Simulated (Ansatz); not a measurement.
# TiC: zone-centre modes at 18 GPa

All numbers below come from Ansatz, DFT PBEsol, scalar-relativistic, plane waves, PAW. Cutoff 420 eV, 18×18×18 k-points (Γ-centred), Fermi-Dirac smearing of 0.15 eV. No spin polarisation. Phonons by linear response, acoustic sum rule imposed.

The cell, relaxed at 18 GPa:
```
CELL_PARAMETERS angstrom
0.00000 2.10443 2.10443
2.10443 0.00000 2.10443
2.10443 2.10443 0.00000
ATOMIC_POSITIONS crystal
Ti 0.00000 0.00000 0.00000
C 0.50000 0.50000 0.50000
```

In a metal, frequencies and elastic constants depend on the k mesh and the smearing, soft modes and shear constants most.

Optical modes at Γ; i marks an imaginary frequency:
| frequency (THz) | degeneracy |
| --- | --- |
| 18.01 | 3 |

All 3 optical modes at Γ are real: no displacement of atoms at fixed cell lowers the energy to second order. Strains and modes at other wave vectors aren't tested by this run.

Cost: 1 run of about 0.32 core-minutes, on Intel Xeon Platinum 8488C (Sapphire Rapids) (shared hosts).